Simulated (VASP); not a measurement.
# Se (R-3m) in VASP: further runs

The runs below take Se through relaxation of cell and atoms, with r2SCAN+rVV10.

Program: VASP 6.6.1. These are calculated values, not measurements. Logs are shortened: lines on timing, memory, paths and dates and some standing lists are left out, and cuts for length are marked.

## Step 1: Starting point

It takes space group R-3m (No. 166, trigonal). The conventional cell has a = 3.850 Å, b = 3.850 Å, c = 2.645 Å, α = 90.00°, β = 90.00°, γ = 120.00°. Se (site symmetry -3m) has 8 Se at 2.39 to 2.65 Å as nearest neighbours.

This isn't the form of Se at room conditions, which is trigonal, of chains.

## Step 2: Relaxation of cell and atoms, r2SCAN+rVV10, target pressure 125 GPa, at which the enthalpy is minimised

INCAR reads:

```
SYSTEM = Se
ALGO = Normal
BPARAM = 11.95
CPARAM = 0.0093
EDIFF = 1E-7
EDIFFG = -0.002
ENCUT = 520
IBRION = 2
ISIF = 3
ISMEAR = 0
IVDW_NL = 2
LASPH = .True.
LCHARG = .False.
LMIXTAU = .True.
LREAL = .False.
LUSE_VDW = .True.
LWAVE = .False.
METAGGA = R2SCAN
NELM = 60
NSW = 80
PREC = Accurate
PSTRESS = 1250.0
SIGMA = 0.1
```

KPOINTS reads:

```
k-points
0
Gamma
  21 21 21
  0 0 0
```

POSCAR reads:

```
Se
1.0
    1.9250000000      1.1113992700      0.8816666700
   -1.9250000000      1.1113992700      0.8816666700
    0.0000000000     -2.2227985400      0.8816666700
Se
1
Direct
    0.0000000000      0.0000000000      0.0000000000
```

Potentials or basis: VASP PAW PBE potentials, release 64 (Se).

Command:

```
$ cat potpaw_PBE.64/Se/POTCAR > POTCAR
$ mpirun -np 1 vasp_std > vasp.out
```

OUTCAR:

```text
SYSTEM = Se
   BPARAM = 11.95
   EDIFF = 1E-7
   EDIFFG = -0.002
   ENCUT = 520
   IBRION = 2
   ISIF = 3
   ISMEAR = 0
   IVDW_NL = 2
   LASPH = .True.
   LREAL = .False.
   METAGGA = R2SCAN
   NELM = 60
   NSW = 80
   PREC = Accurate
   PSTRESS = 1250.0

 ion  position               nearest neighbor table
   1  0.000  0.000  0.000-

  LATTYP: Found a trigonal (rhomboedric) cell.
 ALAT       =     2.3912694232
 COS(alpha) =    -0.2960878580

  Lattice vectors:

 A1 = (   1.9250000000,   1.1113992700,   0.8816666700)
 A2 = (  -1.9250000000,   1.1113992700,   0.8816666700)
 A3 = (   0.0000000000,  -2.2227985400,   0.8816666700)

Analysis of symmetry for initial positions (statically):
=====================================================================
 Subroutine PRICEL returns:
 Original cell was already a primitive cell.

 Routine SETGRP: Setting up the symmetry group for a
 trigonal (rhombohedral) supercell.

 Subroutine GETGRP returns: Found 12 space group operations
 (whereof 12 operations were pure point group operations)
 out of a pool of 12 trial point group operations.

The static configuration has the point symmetry D_3d.

Analysis of symmetry for dynamics (positions and initial velocities):
=====================================================================
 Subroutine PRICEL returns:
 Original cell was already a primitive cell.

 Routine SETGRP: Setting up the symmetry group for a
 trigonal (rhombohedral) supercell.

 Subroutine GETGRP returns: Found 12 space group operations
 (whereof 12 operations were pure point group operations)
 out of a pool of 12 trial point group operations.

The dynamic configuration has the point symmetry D_3d.

 Subroutine INISYM returns: Found 12 space group operations
 (whereof 12 operations are pure point group operations),
 and found     1 'primitive' translations

----------------------------------------------------------------------------------------

                                     Primitive cell

  volume of cell :      11.3177

  direct lattice vectors                    reciprocal lattice vectors
     1.925000000  1.111399270  0.881666670     0.259740260  0.149961109  0.378071832
    -1.925000000  1.111399270  0.881666670    -0.259740260  0.149961109  0.378071832
     0.000000000 -2.222798540  0.881666670     0.000000000 -0.299922217  0.378071832

  length of vectors
     2.391269423  2.391269423  2.391269426     0.482588486  0.482588486  0.482588486

[... 96 lines left out ...]
   IMIX   =      4    mixing-type and parameters
     AMIX     =   0.40;   BMIX     =  1.00
     AMIX_MAG =   1.60;   BMIX_MAG =  1.00
  volume/ion in A,a.u.               =      11.32        76.38
  Fermi-wavevector in a.u.,A,eV,Ry     =   1.324971  2.503832 23.885687  1.755548
  Thomas-Fermi vector in A             =   2.454466
   LORBIT       =      0    0 simple, 1 ext, 2 COOP (PROOUT), +10 PAW based schemes
   METAGGA = R2SCAN    functional components
   LHFCALC =     F    Hartree Fock is set to
   AEXX    =    0.0000 exact exchange contribution
   IVDW_NL    =     2    kernel type
   BPARAM     =11.9500
   IVDW    =     0    specifies the selected vdW correction
   LEPSILON=     F    determine dielectric tensor
   LRPA    =     F    only Hartree local field effects (RPA)
 conjugate gradient relaxation of ions
 non-spin polarized calculation
 Gauss-broadening in eV      SIGMA  =   0.10
  energy-cutoff  :      520.00
  volume of cell :       11.32
 maximum number of plane-waves:       315
 NGX is ok and might be reduce to    18

--------------------------------------- Ionic step        1  -------------------------------------------

 number of electron       6.0000000 magnetization

 Free energy of the ion-electron system (eV)
  ---------------------------------------------------
  ext. energy  EPLUGINS =         0.00000000
  ---------------------------------------------------
  free energy    TOTEN  =       -10.90239113 eV

  energy without entropy =      -10.90074164  energy(sigma->0) =      -10.90156639

------------------------ aborting loop because EDIFF is reached ----------------------------------------

  FORCE on cell =-STRESS in cart. coord.  units (eV):
  Direction    XX          YY          ZZ          XY          YZ          ZX
  --------------------------------------------------------------------------------------
  -------------------------------------------------------------------------------------
  Total       11.3759088     11.3759089     11.5243265      0.0000000     -0.0000000      0.0000000
  in kB     1610.4237616   1610.4237669   1631.4344290      0.0000000     -0.0000000      0.0000000
  external PRESSURE =     367.4273192 kB  Pullay stress =    1250.0000000 kB
[... 24 lines left out ...]
--------------------------------------- Ionic step        2  -------------------------------------------

 number of electron       6.0000002 magnetization

 E-fermi :   8.5141     XC(G=0): -12.2979

 val. band max:        8.5031693631   @ k =   0.2857   0.0952   0.0000
 cond. band min:       8.5148381220   @ k =   0.4286   0.1429   0.0952
 fundamental gap:      0.0116687588
 Fermi energy:         8.5141441884

 k-point     1 :       0.0000    0.0000    0.0000
  band No.  band energies     occupation
      1     -10.8712      2.00000
      2      11.6661      0.00000
      3      13.4500      0.00000
      4      13.4500      0.00000
      5      20.6172      0.00000
      6      20.6172      0.00000
      7      22.1193      0.00000
[... 299 lines left out ...]
  energy  without entropy=      -11.6659426812  energy(sigma->0) =      -11.66679678

  enthalpy is  TOTEN    =        -2.1534946539 eV   P V=        9.5141562226

[... ionic steps 4 to 17 ...]

--------------------------------------- Ionic step       18  -------------------------------------------

 number of electron       6.0000000 magnetization

------------------------ aborting loop because EDIFF is reached ----------------------------------------
[... 69 lines left out ...]
--------------------------------------- Ionic step       20  -------------------------------------------

 number of electron       6.0000000 magnetization

 Free energy of the ion-electron system (eV)
  ---------------------------------------------------
  ext. energy  EPLUGINS =         0.00000000
  ---------------------------------------------------
  free energy    TOTEN  =       -11.68125649 eV

  energy without entropy =      -11.67971329  energy(sigma->0) =      -11.68048489

 E-fermi :  13.3418     XC(G=0): -13.7982

 val. band max:       13.3352539440   @ k =   0.4286   0.1429   0.0952
 cond. band min:      13.3509679167   @ k =  -0.3810   0.4286   0.2381
 fundamental gap:      0.0157139727
 Fermi energy:        13.3417950843

 k-point     1 :       0.0000    0.0000    0.0000
  band No.  band energies     occupation
      1     -10.1725      2.00000
      2      17.3735      0.00000
      3      20.3162      0.00000
      4      20.3162      0.00000
      5      24.5483      0.00000
      6      24.5483      0.00000
      7      28.6241      0.00000
[... 262 lines left out ...]
  energy  without entropy=      -11.6797132917  energy(sigma->0) =      -11.68048489

  enthalpy is  TOTEN    =        -2.1720962681 eV   P V=        9.5091602202

 reached required accuracy - stopping structural energy minimisation
```

OSZICAR:

```text
N       E                     dE             d eps       ncg     rms          rms(c)
DAV:   1     0.628417675202E+00    0.62842E+00   -0.35763E+03 12831   0.813E+02
DAV:   2    -0.117756561124E+02   -0.12404E+02   -0.11914E+02 17668   0.901E+01
DAV:   3    -0.118775207239E+02   -0.10186E+00   -0.10123E+00 14518   0.920E+00
[... 193 lines left out ...]
DAV:   1    -0.116817916707E+02    0.80979E-03   -0.81047E-06 15708   0.190E-02    0.209E-03
DAV:   2    -0.116817916015E+02    0.69190E-07   -0.22305E-07 15099   0.428E-03
  19 F= -.21720963E+01 E0= -.21713241E+01  d E =-.842754E-07
       N       E                     dE             d eps       ncg     rms          rms(c)
DAV:   1    -0.116812564912E+02    0.53518E-03   -0.34166E-06 15204   0.122E-02    0.149E-03
DAV:   2    -0.116812564884E+02    0.27968E-08   -0.21747E-07 13566   0.406E-03
  20 F= -.21720963E+01 E0= -.21713247E+01  d E =-.328438E-07
```

CONTCAR:

```text
Se
   1.00000000000000
     1.9144840343975067    1.1053278961819446    0.9599499804571128
    -1.9144840343975067    1.1053278961819446    0.9599499804571132
    -0.0000000000000001   -2.2106557923638892    0.9599499804571130
  Se
     1
Direct
     0.0000000000000000    0.0000000000000000    1.0000000000000000

  0.00000000E+00  0.00000000E+00  0.00000000E+00
```

It took 48 min on 1 thread of AMD EPYC 7R13 (Zen 3), shared host; peak memory 0.2 GiB.

Results:

```
Free energy                                            : -11.6813 eV
Relaxed volume                                         : 12.19 Å³/atom
Relaxed cell                                           : a = 2.410 Å, b = 2.410 Å, c = 2.410 Å, α = 105.19°, β = 105.19°, γ = 105.19°
Space group after relaxing (to 0.05 Å)                 : R-3m (No. 166)
Energy change on relaxing (the enthalpy is what falls) : -778.9 meV/atom
Ionic steps                                            : 20
Pressure after relaxing                                : 125.0 GPa
Band gap on the k mesh                                 : none (metal or under the smearing width)
```

The path:
| step | energy change (eV) | largest force (eV/Å) | pressure (GPa) | volume (Å³) |
| --- | --- | --- | --- | --- |
| 1 | 0.0000 | 0.0000 | 161.74 | 11.32 |
| 2 | -2.3736 | 0.0000 | 29.04 | 16.12 |
| 3 | -0.7653 | 0.0000 | 119.93 | 12.19 |
| 4 | -0.6778 | 0.0000 | 124.69 | 12.08 |
| 5 | -0.6656 | 0.0000 | 125.35 | 12.06 |
| 6 | -0.6771 | 0.0000 | 125.40 | 12.07 |
| 7 | -0.6960 | 0.0000 | 126.47 | 12.09 |
| 8 | -0.6916 | 0.0000 | 131.78 | 12.09 |
| 9 | -0.6996 | 0.0000 | 127.19 | 12.09 |
| 10 | -0.7060 | 0.0000 | 129.16 | 12.10 |
| 11 | -0.7061 | 0.0000 | 128.59 | 12.10 |
| 12 | -0.7063 | 0.0000 | 128.87 | 12.10 |
| 13 | -0.7813 | 0.0000 | 125.35 | 12.19 |
| 14 | -0.7637 | 0.0000 | 126.18 | 12.17 |
| 15 | -0.7716 | 0.0000 | 125.59 | 12.18 |
| 16 | -0.7836 | 0.0000 | 124.69 | 12.19 |
| 17 | -0.7799 | 0.0000 | 124.99 | 12.19 |
| 18 | -0.7802 | 0.0000 | 124.95 | 12.19 |
| 19 | -0.7794 | 0.0000 | 124.97 | 12.19 |
| 20 | -0.7789 | 0.0000 | 125.00 | 12.19 |

Final structure:
```yaml
crystal:
  lattice:
    - [1.91448, 1.10533, 0.95995]
    - [-1.91448, 1.10533, 0.95995]
    - [0.00000, -2.21066, 0.95995]
  atoms:
    - { symbol: Se, position: [0.00000, 0.00000, 0.00000] }
```

Caveat: the cell is relaxed towards a set pressure, so the enthalpy falls and the energy may rise; the PAW data sets were made with another functional, which shifts forces and pressure a little.

## Step 3: Relaxation of cell and atoms, r2SCAN+rVV10, target pressure 125 GPa, at which the enthalpy is minimised

This run uses another cell than the first one, of 12.19 Å³/atom, 1.077 times its volume.

INCAR is that of step 2.

KPOINTS is that of step 2.

POSCAR reads:

```
Se                                      
1.0
    1.9144840344      1.1053278962      0.9599499805
   -1.9144840344      1.1053278962      0.9599499805
   -0.0000000000     -2.2106557924      0.9599499805
  Se            
     1
Direct
     0.0000000000000000    0.0000000000000000    1.0000000000000000
```

Potentials or basis: VASP PAW PBE potentials, release 64 (Se).

Command:

```
$ cat potpaw_PBE.64/Se/POTCAR > POTCAR
$ mpirun -np 1 vasp_std > vasp.out
```

OUTCAR:

```text
SYSTEM = Se
   BPARAM = 11.95
   EDIFF = 1E-7
   EDIFFG = -0.002
   ENCUT = 520
   IBRION = 2
   ISIF = 3
   ISMEAR = 0
   IVDW_NL = 2
   LASPH = .True.
   LREAL = .False.
   METAGGA = R2SCAN
   NELM = 60
   NSW = 80
   PREC = Accurate
   PSTRESS = 1250.0

 ion  position               nearest neighbor table
   1  0.000  0.000  0.000-

  LATTYP: Found a trigonal (rhomboedric) cell.
 ALAT       =     2.4100835756
 COS(alpha) =    -0.2620288629

  Lattice vectors:

 A1 = (   1.9144840344,   1.1053278962,   0.9599499805)
 A2 = (  -1.9144840344,   1.1053278962,   0.9599499805)
 A3 = (   0.0000000000,  -2.2106557924,   0.9599499805)

Analysis of symmetry for initial positions (statically):
[... 442 lines left out ...]
  free energy    TOTEN  =       -11.68208987 eV

  energy without entropy =      -11.68054329  energy(sigma->0) =      -11.68131658

 E-fermi :  13.3416     XC(G=0): -13.7980

 val. band max:       13.3359925076   @ k =   0.4286   0.1429   0.0952
 cond. band min:      13.3506605872   @ k =  -0.3810   0.4286   0.2381
 fundamental gap:      0.0146680796
 Fermi energy:        13.3415882450

 k-point     1 :       0.0000    0.0000    0.0000
  band No.  band energies     occupation
      1     -10.1729      2.00000
      2      17.3707      0.00000
      3      20.3136      0.00000
      4      20.3136      0.00000
      5      24.5445      0.00000
      6      24.5445      0.00000
      7      28.6221      0.00000
[... 221 lines left out ...]
 k-point    24 :      -0.3810    0.0476    0.0000
  band No.  band energies     occupation
      1      -5.9838      2.00000
      2       3.7916      2.00000
      3      16.2654      0.00000
      4      18.7853      0.00000
      5      22.6270      0.00000
      6      24.5720      0.00000
      7      33.8853      0.00000

 [... further k-points ...]

------------------------ aborting loop because EDIFF is reached ----------------------------------------

  FORCE on cell =-STRESS in cart. coord.  units (eV):
  Direction    XX          YY          ZZ          XY          YZ          ZX
  --------------------------------------------------------------------------------------
  -------------------------------------------------------------------------------------
  Total        9.5109288      9.5109296      9.5107607      0.0000000      0.0000000      0.0000000
  in kB     1250.1749905   1250.1750965   1250.1529005      0.0000000      0.0000000      0.0000000
  external PRESSURE =       0.1676625 kB  Pullay stress =    1250.0000000 kB
[... 20 lines left out ...]
  energy  without entropy=      -11.6805432909  energy(sigma->0) =      -11.68131658

  enthalpy is  TOTEN    =        -2.1724923684 eV   P V=        9.5095975040

 reached required accuracy - stopping structural energy minimisation
```

CONTCAR:

```text
Se
   1.00000000000000
     1.9143951369434731    1.1052765944919387    0.9600832632889096
    -1.9143951369434731    1.1052765944919387    0.9600832632889096
     0.0000000000000000   -2.2105531889838774    0.9600832632889096
  Se
     1
Direct
     0.0000000000000000    0.0000000000000000    0.0000000000000000

  0.00000000E+00  0.00000000E+00  0.00000000E+00
```

It took 14 min on 1 thread of AMD EPYC 7R13 (Zen 3), shared host; peak memory 0.2 GiB.

Results:

```yaml
Free_energy: -11.6821 eV
Energy_change_on_relaxing_the_enthalpy_is_what_falls: -0.4 meV/atom
Ionic_steps: 8
Pressure_after_relaxing: 125.0 GPa
Band_gap_on_the_k_mesh: none (metal or under the smearing width)
```

The path:
| step | energy change (eV) | largest force (eV/Å) | pressure (GPa) | volume (Å³) |
| --- | --- | --- | --- | --- |
| 1 | 0.0000 | 0.0000 | 125.01 | 12.19 |
| 2 | -0.0015 | 0.0000 | 124.95 | 12.19 |
| 3 | -0.0009 | 0.0000 | 124.97 | 12.19 |
| 4 | -0.0007 | 0.0000 | 124.98 | 12.19 |
| 5 | -0.0008 | 0.0000 | 124.98 | 12.19 |
| 6 | -0.0008 | 0.0000 | 124.98 | 12.19 |
| 7 | 0.0005 | 0.0000 | 125.07 | 12.19 |
| 8 | -0.0004 | 0.0000 | 125.02 | 12.19 |

Final structure:
```
Se
1.0
     1.91440    1.10528    0.96008
    -1.91440    1.10528    0.96008
     0.00000   -2.21055    0.96008
Se
1
Cartesian
  0.0000 0.0000 0.0000
```

Caveat: the cell is relaxed towards a set pressure, so the enthalpy falls and the energy may rise; the PAW data sets were made with another functional, which shifts forces and pressure a little.

(Continued in part 2 of 2.)
